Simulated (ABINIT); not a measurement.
# Rh (Fm-3m) in ABINIT: further runs

The runs below take Rh through equation of state, band structure, with PW91+D4, PW91, BLYP+D3, revPBE+D3, PBEsol+D3, PBEsol.

Everything below comes from runs of ABINIT 10.8.3 (patched build). Logs are shortened: lines on timing, memory, paths and dates and some standing lists are left out, and cuts for length are marked. The log counts tension as positive stress, the text compression.

**Measured values to compare with.**

From “Thermal equation of state of rhodium characterized by XRD in a resistively heated diamond anvil cell”, 2024, pmc:11535440, for a bulk crystal of Rh: bulk modulus 264 ± 1 GPa.

How close the calculation comes is told below.

## Step 1: The structure

It takes space group Fm-3m (No. 225, cubic). Conventional cell: a = 3.796 Å, b = 3.796 Å, c = 3.796 Å, α = 90.00°, β = 90.00°, γ = 90.00°. Around Rh (site symmetry m-3m) lie 12 Rh at 2.68 Å.

## Step 2: Equation of state, PW91+D4

Input file run.py:

```python
import json, os
import numpy as np
from ase.eos import EquationOfState
from ase.units import GPa
from ase.calculators.mixing import SumCalculator
from dftd4.ase import DFTD4
from ase.calculators.abinit import Abinit, AbinitProfile
from ase import Atoms

atoms = Atoms(['Rh'],
              cell=[[0.0, 1.89785, 1.89785], [1.89785, 0.0, 1.89785], [1.89785, 1.89785, 0.0]],
              scaled_positions=[[0.0, 0.0, 0.0]],
              pbc=True)

profile = AbinitProfile(command='abinit', pp_paths=[os.path.abspath('pseudos')])
params = dict(
    pps='pawxml', xc='PBE',
    ecut=544.2277,
    pawecutdg=1088.4554,
    kptopt=1,
    ngkpt=[12, 12, 12],
    nshiftk=1,
    shiftk=[0.0, 0.0, 0.0],
    ixc=-109134,
    nband=13,
    occopt=3,
    tsmear=0.05,
    nstep=100,
    tolvrs=1e-09,
    prtwf=0,
    prtden=0,
)

cell0 = atoms.cell.copy()
volumes, energies = [], []
for i, x in enumerate([0.94, 0.96, 0.98, 1.0, 1.02, 1.04, 1.06]):
    atoms.set_cell(cell0 * x ** (1 / 3), scale_atoms=True)
    atoms.calc = SumCalculator([Abinit(profile=profile, directory=f'v{i}', **params), DFTD4(method='pw91')])
    volumes.append(atoms.get_volume() / len(atoms))
    dft, disp = atoms.calc.mixer.calcs
    energies.append((dft.get_property('free_energy', atoms) + disp.get_property('energy', atoms)) / len(atoms))
    print(f'{x:5.2f} {volumes[-1]:10.5f} A^3/atom {energies[-1]:14.6f} eV/atom', flush=True)
    json.dump(dict(volumes=volumes, energies=energies), open('results.json', 'w'))
v0, e0, b0 = EquationOfState(volumes, energies, eos='murnaghan').fit()
print(f'V0 {v0:.4f} A^3/atom  E0 {e0:.6f} eV/atom  B0 {b0 / GPa:.2f} GPa')
```

Potentials or basis: JTH PAW PBE v2.0.

On the command line:

```console
python run.py
```

The log of the run:

```text
0.94   12.85119 A^3/atom   -3035.016742 eV/atom
 0.96   13.12462 A^3/atom   -3035.046541 eV/atom
 0.98   13.39805 A^3/atom   -3035.064742 eV/atom
 1.00   13.67148 A^3/atom   -3035.070985 eV/atom
 1.02   13.94491 A^3/atom   -3035.068258 eV/atom
 1.04   14.21834 A^3/atom   -3035.056207 eV/atom
 1.06   14.49177 A^3/atom   -3035.035821 eV/atom
V0 13.7191 A^3/atom  E0 -3035.071433 eV/atom  B0 286.39 GPa
```

abinit.in:

```text
ecut 544.2277 eV
ixc -109134
kptopt 1
natom 1
nband 13
ngkpt
12 12 12
nshiftk 1
nsppol 1
nstep 100
occopt 3
pawecutdg 1088.4554 eV
prtden 0
prtwf 0
shiftk
0.0 0.0 0.0
tolvrs 1e-09
tsmear 0.05 eV
#Definition of the unit cell
acell
1.00000000000000 1.00000000000000 1.00000000000000 Angstrom
rprim
0.00000000000000 1.93507219503400 1.93507219503400
1.93507219503400 0.00000000000000 1.93507219503400
1.93507219503400 1.93507219503400 0.00000000000000
chkprim 0 # Allow non-primitive cells
#Definition of the atom types
ntypat 1
znucl 45
#Enumerate different atomic species
typat
 1
pseudos "./pseudos/Rh.GGA_PBE-JTH.xml"
#Definition of the atoms
xcart
0.00000000000000 0.00000000000000 0.00000000000000
chkexit 1 # abinit.exit file in the running directory terminates after the current SCF
```

abinit.abo:

```text
.Version 10.8.3 of ABINIT
 Symmetries : space group Fm -3 m (#225); Bravais cF (face-center cubic)
================================================================================
 Values of the parameters that define the memory need of the present run
     intxc =       0    ionmov =       0      iscf =      17    lmnmax =      18
     lnmax =       6     mgfft =      24  mpssoang =       3    mqgrid =    3001
     natom =       1  nloc_mem =       2    nspden =       1   nspinor =       1
    nsppol =       1      nsym =      48    n1xccc =       1    ntypat =       1
    occopt =       3   xclevel =       2
       mpw =         432          nfft =       13824          nkpt =          72
 PAW method is used; the additional fine FFT grid is defined by:
   mgfftf=        30    nfftf =     27000
================================================================================
================================================================================

--------------------------------------------------------------------------------
------------- Echo of variables that govern the present computation ------------
--------------------------------------------------------------------------------
 -outvars: echo values of preprocessed input variables --------
            acell      1.8897261259E+00  1.8897261259E+00  1.8897261259E+00 Bohr
              amu      1.02905500E+02
          chkexit           1
          chkprim           0
             ecut      1.99999991E+01 Hartree
                       outvar_i_n : Printing only first  50 k-points.
              ixc     -109134
                       outvar_i_n : Printing only first  50 k-points.
         kptrlatt       12    0    0      0   12    0      0    0   12
          kptrlen      6.20572153E+01
            natom           1
            nband          13
            ngfft          24      24      24
          ngfftdg          30      30      30
             nkpt          72
            nstep         100
             nsym          48
           ntypat           1
                       prtocc : prtvol=0, do not print more k-points.
           occopt           3
        pawecutdg      3.99999982E+01 Hartree
         pawxcdev           0
           prtden           0
            prtwf           0
            rprim      0.0000000000E+00  1.9350721950E+00  1.9350721950E+00
                       1.9350721950E+00  0.0000000000E+00  1.9350721950E+00
                       1.9350721950E+00  1.9350721950E+00  0.0000000000E+00
          spgroup         225
           tolvrs      1.00000000E-09
           tsmear      1.83746611E-03 Hartree
            typat      1
           useylm           1
                       outvars : Printing only first  50 k-points.
            znucl       45.00000

================================================================================

 chkinp: Checking input parameters for consistency.

================================================================================
== DATASET  1 ==================================================================

--- !DatasetInfo
iteration_state: {dtset: 1, }
dimensions: {natom: 1, nkpt: 72, mband: 13, nsppol: 1, nspinor: 1, nspden: 1, mpw: 432, }
cutoff_energies: {ecut:  20.0, pawecutdg:  40.0, }
electrons: {nelect:   1.70000000E+01, charge:   0.00000000E+00, occopt:   3.00000000E+00, tsmear:   1.83746611E-03, }
meta: {optdriver: 0, ionmov: 0, optcell: 0, iscf: 17, paral_kgb: 0, }
...

 Real(R)+Recip(G) space primitive vectors, cartesian coordinates (Bohr,Bohr^-1):
 R(1)=  0.0000000  3.6567565  3.6567565  G(1)= -0.1367332  0.1367332  0.1367332
 R(2)=  3.6567565  0.0000000  3.6567565  G(2)=  0.1367332 -0.1367332  0.1367332
 R(3)=  3.6567565  3.6567565  0.0000000  G(3)=  0.1367332  0.1367332 -0.1367332
 Unit cell volume ucvol=  9.7795330E+01 bohr^3
 Angles (23,13,12)=  6.00000000E+01  6.00000000E+01  6.00000000E+01 degrees

 Coarse grid specifications (used for wave-functions):

[... 63 lines left out ...]
- [  0.0000000,   3.6567565,   3.6567565, ]
- [  3.6567565,   0.0000000,   3.6567565, ]
- [  3.6567565,   3.6567565,   0.0000000, ]
lattice_lengths: [   5.17143,    5.17143,    5.17143, ]
lattice_angles: [ 60.000,  60.000,  60.000, ] # degrees, (23, 13, 12)
lattice_volume:   9.7795330E+01
convergence: {deltae:  2.842E-14, res2:  9.200E-10, residm:  1.722E-05, diffor: null, }
etotal    :  -1.11511720E+02
entropy   :   0.00000000E+00
fermie    :   5.57775426E-01
cartesian_stress_tensor: # hartree/bohr^3
- [  2.52097311E-04,   0.00000000E+00,   0.00000000E+00, ]
- [  0.00000000E+00,   2.52097311E-04,   0.00000000E+00, ]
- [  0.00000000E+00,   0.00000000E+00,   2.52097311E-04, ]
pressure_GPa:  -7.4170E+00
xred      :
- [  0.0000E+00,   0.0000E+00,   0.0000E+00, Rh]
cartesian_forces: # hartree/bohr
- [ -0.00000000E+00,  -0.00000000E+00,  -0.00000000E+00, ]
force_length_stats: {min:   0.00000000E+00, max:   0.00000000E+00, mean:   0.00000000E+00, }
...

 Integrated electronic density in atomic spheres:
 ------------------------------------------------
 Atom  Sphere_radius  Integrated_density
    1        2.21251         14.82590974

================================================================================

 ----iterations are completed or convergence reached----

 Mean square residual over all n,k,spin=   51.018E-09; max=  17.219E-06
 reduced coordinates (array xred) for    1 atoms
       0.000000000000      0.000000000000      0.000000000000
 rms dE/dt=  0.0000E+00; max dE/dt=  0.0000E+00; dE/dt below (all hartree)
    1       0.000000000000      0.000000000000      0.000000000000

 cartesian coordinates (angstrom) at end:
    1      0.00000000000000     0.00000000000000     0.00000000000000

 cartesian forces (hartree/bohr) at end:
    1     -0.00000000000000    -0.00000000000000    -0.00000000000000
 frms,max,avg= 0.0000000E+00 0.0000000E+00   0.000E+00  0.000E+00  0.000E+00 h/b

 cartesian forces (eV/Angstrom) at end:
    1     -0.00000000000000    -0.00000000000000    -0.00000000000000
 frms,max,avg= 0.0000000E+00 0.0000000E+00   0.000E+00  0.000E+00  0.000E+00 e/A
 length scales=  1.889726125908  1.889726125908  1.889726125908 bohr
              =  1.000000000000  1.000000000000  1.000000000000 angstroms
 Fermi (or HOMO) energy (hartree) =   0.55778   Average Vxc (hartree)=  -0.47902
 Eigenvalues (hartree) for nkpt=  72  k points:
 kpt#   1, nband= 13, wtk=  0.00058, kpt=  0.0000  0.0000  0.0000 (reduced coord)
  -2.33702   -1.14376   -1.14376   -1.14376    0.27985    0.45297    0.45297    0.45297
   0.52335    0.52335    1.14631    1.33331    1.33331
      occupation numbers for kpt#   1
   2.00000    2.00000    2.00000    2.00000    2.00000    2.00000    2.00000    2.00000
   2.00000    2.00000    0.00000    0.00000    0.00000
 prteigrs : prtvol=0 or 1, do not print more k-points.

--- !EnergyTerms
iteration_state     : {dtset: 1, }
comment             : Components of total free energy in Hartree
kinetic             :  1.49697473905551E+01
hartree             :  1.95957584515563E+01
xc                  : -5.10648201588905E+00
Ewald energy        : -9.05874608939389E+01
psp_core            :  3.82757532804346E+00
local_psp           : -7.47855505588797E+01
PAW spherical_terms :  2.05750665581591E+01
internal            : -1.11511345740394E+02
'-kT*entropy'       : -3.50538551463871E-04
total_energy        : -1.11511696278945E+02
total_energy_eV     : -3.03438783839090E+03
...

--- !EnergyTermsDC
iteration_state     : {dtset: 1, }
comment             : '"Double-counting" decomposition of free energy'
band_energy         : -7.53383000802081E+00
Ewald energy        : -9.05874608939389E+01
psp_core            :  3.82757532804346E+00
xc_dc               : -1.80440744359669E+01
PAW spherical_terms :  8.26420925744341E-01
internal            : -1.11511369084139E+02
'-kT*entropy'       : -3.50538551463871E-04
total_energy_dc     : -1.11511719622690E+02
total_energy_dc_eV  : -3.03438847360656E+03
...

--- !EnergyTermsWithPAWCore
iteration_state     : {dtset: 1, }
comment             : 'Components of total free energy, including PAW core contributions'
Total energy        : -4.78516014287783E+03
Total energy DC     : -4.78516016622158E+03
Total energy (eV)   : -1.30210840896722E+05
Total energy DC (eV): -1.30210841531938E+05
...

 Cartesian components of stress tensor (hartree/bohr^3)
  sigma(1 1)=  2.52097311E-04  sigma(3 2)=  0.00000000E+00
  sigma(2 2)=  2.52097311E-04  sigma(3 1)=  0.00000000E+00
  sigma(3 3)=  2.52097311E-04  sigma(2 1)=  0.00000000E+00

-Cartesian components of stress tensor (GPa)         [Pressure= -7.4170E+00 GPa]
- sigma(1 1)=  7.41695896E+00  sigma(3 2)=  0.00000000E+00
- sigma(2 2)=  7.41695896E+00  sigma(3 1)=  0.00000000E+00
- sigma(3 3)=  7.41695896E+00  sigma(2 1)=  0.00000000E+00

== END DATASET(S) ==============================================================
================================================================================

 -outvars: echo values of variables after computation  --------
            acell      1.8897261259E+00  1.8897261259E+00  1.8897261259E+00 Bohr
           etotal     -1.1151171962E+02
            fcart     -0.0000000000E+00 -0.0000000000E+00 -0.0000000000E+00
            rprim      0.0000000000E+00  1.9350721950E+00  1.9350721950E+00
                       1.9350721950E+00  0.0000000000E+00  1.9350721950E+00
                       1.9350721950E+00  1.9350721950E+00  0.0000000000E+00
           strten      2.5209731119E-04  2.5209731119E-04  2.5209731119E-04
                       0.0000000000E+00  0.0000000000E+00  0.0000000000E+00
 Calculation completed.
```

Run time: 2.5 min. Hardware: 1 thread of Arm Neoverse V1, shared host; peak memory 0.11 GiB.

What came out:

```yaml
Equilibrium_volume: 13.72 Å³/atom
Bulk_modulus: 287 GPa
Pressure_derivative_of_the_bulk_modulus: 3.9
```

Energy against volume, from the lowest point:
| volume (Å³/atom) | energy (meV/atom) |
| --- | --- |
| 12.851 | 54.24 |
| 13.125 | 24.44 |
| 13.398 | 6.24 |
| 13.671 | 0.00 |
| 13.945 | 2.73 |
| 14.218 | 14.78 |
| 14.492 | 35.16 |

Caveat: pressures at fixed basis lie under the slope of the energies; the log and the count of SCF iterations are those of the last ABINIT call alone; the PAW data sets were made with another functional, which shifts forces and pressure a little.

(Part 1 of 2 ends here.)
